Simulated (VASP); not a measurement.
# BAs (F-43m) in VASP: notebook, part 2 of 3

VASP 6.6.1.

## 4. G0W0 quasiparticle levels, PBE

File POSCAR:

```
BAs
1.0
    0.0000000000      2.3885000000      2.3885000000
    2.3885000000      0.0000000000      2.3885000000
    2.3885000000      2.3885000000      0.0000000000
As B
1 1
Direct
    0.7500000000      0.7500000000      0.7500000000
    0.0000000000      0.0000000000      0.0000000000
```

File INCAR.step1:

```
SYSTEM = BAs
PREC = Accurate
ENCUT = 450
EDIFF = 1E-8
ISMEAR = 0
SIGMA = 0.01
LREAL = .False.
LASPH = .True.
NELM = 100
ALGO = Normal
LWAVE = .True.
LCHARG = .False.
GGA = PE
```

File INCAR.step2:

```
SYSTEM = BAs
PREC = Accurate
ENCUT = 450
EDIFF = 1E-8
ISMEAR = 0
SIGMA = 0.01
LREAL = .False.
LASPH = .True.
NELM = 1
ALGO = Exact
LWAVE = .True.
LCHARG = .False.
GGA = PE
NBANDS = 167
LOPTICS = .True.
ISTART = 1
```

File INCAR.step3:

```
SYSTEM = BAs
PREC = Accurate
ENCUT = 450
EDIFF = 1E-8
ISMEAR = 0
SIGMA = 0.01
LREAL = .False.
LASPH = .True.
ALGO = EVGW0
LWAVE = .False.
LCHARG = .False.
GGA = PE
NELMGW = 1
NBANDS = 167
ENCUTGW = 75
NOMEGA = 48
PRECFOCK = Fast
ISTART = 1
NBANDSGW = 12
```

File KPOINTS:

```
Automatic mesh
0
Gamma
  3 3 3
  0 0 0
```

Potentials or basis: VASP PAW PBE potentials, release 64 (As_GW, B_GW).

Launch:

```sh
$ cat potpaw_PBE.64/As_GW/POTCAR potpaw_PBE.64/B_GW/POTCAR > POTCAR
$ cp INCAR.step1 INCAR
$ mpirun -np 1 vasp_std > vasp.out
$ cp INCAR.step2 INCAR
$ mpirun -np 1 vasp_std > vasp.out
$ cp INCAR.step3 INCAR
$ mpirun -np 1 vasp_std > vasp.out
```

OUTCAR:

```text
SYSTEM = BAs
   PREC = Accurate
   ENCUT = 450
   EDIFF = 1E-8
   ISMEAR = 0
   LREAL = .False.
   LASPH = .True.
   GGA = PE
   NELMGW = 1
   ENCUTGW = 75
   PRECFOCK = Fast
   ISTART = 1

 Found      4 irreducible k-points:

 Following reciprocal coordinates:
            Coordinates               Weight
  0.000000  0.000000  0.000000      1.000000
  0.333333  0.000000  0.000000      8.000000
  0.333333  0.333333  0.000000      6.000000
 -0.333333  0.333333  0.000000     12.000000
   k-points           NKPTS =      4   k-points in BZ     NKDIM =     27   number of bands    NBANDS=    167
   number of dos      NEDOS =    301   number of ions     NIONS =      2
   total plane-waves  NPLWV =  13824
   dimension x,y,z NGX =    24 NGY =   24 NGZ =   24
   dimension x,y,z NGXF=    48 NGYF=   48 NGZF=   48
   ions per type =               1   1
   NGX,Y,Z   is equivalent  to a cutoff of  11.81, 11.81, 11.81 a.u.
   NGXF,Y,Z  is equivalent  to a cutoff of  23.62, 23.62, 23.62 a.u.
 SYSTEM =  BAs
   PREC   = accura    normal or accurate (medium, high low for compatibility)
   ISTART =      1    job   : 0-new  1-cont  2-samecut
   ICHARG =      0    charge: 1-file 2-atom 10-const
   ISPIN  =      1    spin polarized calculation?
   LNONCOLLINEAR =      F non collinear calculations
   LSORBIT =      F    spin-orbit coupling
   LASPH  =      T    aspherical Exc in radial PAW
   ENCUT  =  450.0 eV  33.07 Ry    5.75 a.u.   5.84  5.84  5.84*2*pi/ulx,y,z
   NELM   =     60;   NELMIN=  2; NELMDL=  0     # of ELM steps
   EDIFF  = 0.1E-07   stopping-criterion for ELM
   LREAL  =      F    real-space projection
   EDIFFG = 0.1E-06   stopping-criterion for IOM
   NSW    =      0    number of steps for IOM
   IBRION =     -1    ionic relax: 0-MD 1-quasi-New 2-CG
   NFREE  =      0    steps in history (QN), initial steepest desc. (CG)
   ISIF   =      0    stress and relaxation
   ISYM   =      3    0-nonsym 1-usesym 2-fastsym
   POTIM  = 0.5000    time-step for ionic-motion
   TEBEG  =    0.0;   TEEND  =   0.0 temperature during run
   PSTRESS=    0.0 pullay stress
   NELECT =       8.0000    total number of electrons
   NUPDOWN=      -1.0000    fix difference up-down
   EMIN   =  10.00;   EMAX   =-10.00  energy-range for DOS
   EFERMI =   0.00;   METHOD = LEGACY
   ISMEAR =     0;   SIGMA  =   0.01  broadening in eV -4-tet -1-fermi 0-gaus
   EFERMI_NEDOS =   21; number of points for ismear=-14 and -15
   IALGO  =     38    algorithm
   IMIX   =      4    mixing-type and parameters
     AMIX     =   0.40;   BMIX     =  1.00
     AMIX_MAG =   1.60;   BMIX_MAG =  1.00
  volume/ion in A,a.u.               =      13.63        91.95
  Fermi-wavevector in a.u.,A,eV,Ry     =   1.088018  2.056057 16.106360  1.183784
  Thomas-Fermi vector in A             =   2.224191
   LORBIT       =      0    0 simple, 1 ext, 2 COOP (PROOUT), +10 PAW based schemes
   GGA     = PE    functional components
   LHFCALC =     T    Hartree Fock is set to
   PRECFOCK=fast      Normal, Fast or Accurate (Low or Medium for compatibility)
   ENCUT4O =  -1.0   cutoff for four orbital integrals eV
   NKREDX  =     1    reduce k-point grid by
   NKREDY  =     1    reduce k-point grid by
   NKREDZ  =     1    reduce k-point grid by
   AEXX    =    1.0000 exact exchange contribution
   HFSCREEN=    0.0000 screening length (either q_TF or 0.3 A-1)
   HFSCREENC=   0.0000 screening length for correlation (either q_TF or 0.3 A-1)
   ENCUTFOCK=  -1.0 apply spherical cutoff to Coloumb kernel
   IVDW    =     0    specifies the selected vdW correction
   LEPSILON=     F    determine dielectric tensor
   LRPA    =     F    only Hartree local field effects (RPA)
   LRPAFORCE           =     F    calculate RPA forces
   ENCUTGW             =  75.0    cutoff for response function in eV
   ENCUTGWSOFT         =  60.0    soft cutoff for Coulomb kernel in GW response function in eV
   ENCUTLF             =  -1.0    cutoff for local field effects
   NELMGW              =     1    number of iterations in solving QP/BSE equation
   NELMHF              =     1    number of iterations in the inner HF iteration
   NKREDLFX            =     1    NKREDLFY  =   1   NKREDLFZ  =   1
 non-spin polarized calculation
 Gauss-broadening in eV      SIGMA  =   0.01
  energy-cutoff  :      450.00
  volume of cell :       27.25
 maximum number of plane-waves:       609
  NGX = 14; NGY = 14; NGZ = 14
   NGX = 11   NGY = 11   NGZ = 11
 maximum number of plane-waves:        51
 NGX is ok and might be reduce to    10

 QP shifts <psi_nk| G(iteration)W_0 |psi_nk>: iteration 1
 for sc-GW calculations column KS-energies equals QP-energies in previous step
 and V_xc(KS)=  KS-energies - (<T + V_ion + V_H > + <T+V_H+V_ion>^1  + <V_x>^1)

 k-point   1 :       0.0000    0.0000    0.0000
  band No.  KS-energies  QP-energies   sigma(KS)   V_xc(KS)     V^pw_x(r,r')   Z            occupation Imag(sigma)

      1      -9.1660      -9.7789     -12.4754     -11.6436     -19.5361       0.7368       2.0000       1.3052
      2       6.2712       5.9984     -12.9572     -12.6127     -14.7586       0.7919       2.0000       0.0968
      3       6.2712       5.9984     -12.9572     -12.6127     -14.7586       0.7919       2.0000       0.0968
      4       6.2712       5.9984     -12.9572     -12.6127     -14.7586       0.7919       2.0000       0.0968
      5       9.5022       9.9000     -10.8654     -11.3720      -6.3473       0.7851       0.0000      -0.0771
      6       9.5022       9.9000     -10.8654     -11.3720      -6.3473       0.7851       0.0000      -0.0771
      7       9.5022       9.9000     -10.8654     -11.3720      -6.3473       0.7851       0.0000      -0.0771
      8      10.9398      11.6622     -11.6538     -12.6009      -6.1731       0.7627       0.0000      -0.1356
      9      15.8266      15.7315      -8.9306      -8.8101      -2.9261       0.7886       0.0000      -0.3111
     10      19.1544      19.2460     -10.2853     -10.4036      -4.3233       0.7740       0.0000      -0.2832
     11      19.1544      19.2460     -10.2853     -10.4036      -4.3233       0.7740       0.0000      -0.2832
     12      20.5662      20.4399      -9.1125      -8.9570      -2.4337       0.8121       0.0000      -0.6728

 k-point   2 :       0.3333    0.0000    0.0000
  band No.  KS-energies  QP-energies   sigma(KS)   V_xc(KS)     V^pw_x(r,r')   Z            occupation Imag(sigma)

      1      -7.4438      -7.9870     -12.6067     -11.8436     -19.0407       0.7119       2.0000       0.9816
      2      -0.4983      -1.0284     -12.3057     -11.6070     -15.9378       0.7587       2.0000       0.2778
      3       4.7430       4.4184     -12.7567     -12.3430     -14.8961       0.7845       2.0000       0.1113
      4       4.7430       4.4184     -12.7567     -12.3430     -14.8961       0.7845       2.0000       0.1113
      5       9.1089       9.5188     -11.0644     -11.5888      -6.3177       0.7818       0.0000      -0.0884
      6      11.0558      11.4094     -10.7016     -11.1534      -5.7665       0.7825       0.0000      -0.1120
      7      11.0558      11.4094     -10.7016     -11.1534      -5.7665       0.7825       0.0000      -0.1120
      8      14.9422      15.2473     -10.3358     -10.7376      -4.0879       0.7593       0.0000      -0.2671
      9      17.7374      17.8135      -9.4486      -9.5446      -3.2345       0.7921       0.0000      -0.3870
     10      18.2375      18.3268     -10.0008     -10.1138      -3.9604       0.7906       0.0000      -0.3554
     11      18.2375      18.3268     -10.0008     -10.1138      -3.9604       0.7906       0.0000      -0.3554
     12      22.4274      22.7027     -10.2546     -10.6212      -3.1758       0.7509       0.0000      -0.6550

 k-point   3 :       0.3333    0.3333    0.0000
  band No.  KS-energies  QP-energies   sigma(KS)   V_xc(KS)     V^pw_x(r,r')   Z            occupation Imag(sigma)

      1      -6.8219      -7.3932     -12.6596     -11.8843     -18.8100       0.7368       2.0000       0.9055
      2       0.3098      -0.1552     -12.8801     -12.2710     -16.3876       0.7634       2.0000       0.2542
      3       2.7881       2.3608     -12.4473     -11.8942     -15.0922       0.7724       2.0000       0.1317
      4       2.7881       2.3608     -12.4473     -11.8942     -15.0922       0.7724       2.0000       0.1317
      5       7.5068       7.6239     -10.2059     -10.3531      -5.8545       0.7953       0.0000      -0.0742
      6       9.3531       9.4361      -9.8028      -9.9074      -4.9282       0.7932       0.0000      -0.1015
      7      15.3960      15.9603     -11.3541     -12.0870      -5.2820       0.7701       0.0000      -0.2804
      8      15.3960      15.9603     -11.3541     -12.0870      -5.2820       0.7701       0.0000      -0.2804
      9      17.7541      18.2249     -11.0538     -11.6706      -4.4117       0.7634       0.0000      -0.3940
     10      21.8032      21.9245     -10.3072     -10.4634      -3.8834       0.7769       0.0000      -0.5197
     11      22.0290      22.3285     -10.1783     -10.5747      -3.3072       0.7556       0.0000      -0.6174
     12      25.5856      25.5302      -9.7404      -9.6682      -2.5477       0.7674       0.0000      -0.9469

 k-point   4 :      -0.3333    0.3333    0.0000
  band No.  KS-energies  QP-energies   sigma(KS)   V_xc(KS)     V^pw_x(r,r')   Z            occupation Imag(sigma)

      1      -5.3389      -5.7655     -12.8279     -12.2478     -18.4720       0.7353       2.0000       0.7132
      2      -1.6114      -2.2280     -12.7847     -11.9690     -17.1029       0.7559       2.0000       0.4003
      3       0.1557      -0.4231     -11.7498     -11.0017     -14.8096       0.7737       2.0000       0.2052
      4       3.1964       2.7878     -12.5382     -12.0124     -15.0695       0.7770       2.0000       0.1274
      5       8.7106       8.8466     -10.0965     -10.2680      -5.4294       0.7927       0.0000      -0.0868
      6      13.5084      14.0368     -11.0000     -11.6901      -5.1125       0.7657       0.0000      -0.2106
      7      14.3617      14.8758     -11.0455     -11.7080      -5.1334       0.7760       0.0000      -0.2613
      8      15.6007      16.0248     -11.1504     -11.7060      -4.9689       0.7633       0.0000      -0.3050
      9      15.7170      15.8812     -10.1689     -10.3779      -4.5681       0.7862       0.0000      -0.2323
     10      18.3558      18.3908      -9.9391      -9.9829      -4.0989       0.7988       0.0000      -0.3344
     11      23.1158      23.4907     -10.8064     -11.3129      -3.3076       0.7404       0.0000      -0.7698
     12      24.7319      24.6762      -9.3719      -9.3001      -2.4061       0.7751       0.0000      -0.7669
```

Wall time 18 s (1 thread of Intel Xeon Platinum 8259CL at 2.50GHz (Skylake/Cascade Lake), shared host); peak memory 0.18 GiB.

These settings aren't checked as converged: the numbers below hold their error.

Results:

| Quantity | Value |
| --- | --- |
| Band gap on the k mesh, mean-field level | 1.24 eV, indirect (least direct gap 3.23 eV) |
| Quasiparticle gap | 1.63 eV |
| Least direct quasiparticle gap | 3.90 eV |

Caveat: the k mesh is coarse (spacing up to 0.76 Å⁻¹), so the values aren't converged; bands, screening cutoff and mesh are small and nothing is extrapolated, so the quasiparticle values aren't converged; an odd mesh through Γ misses points on the zone boundary, where band edges often lie.

[end of part 2 of 3]
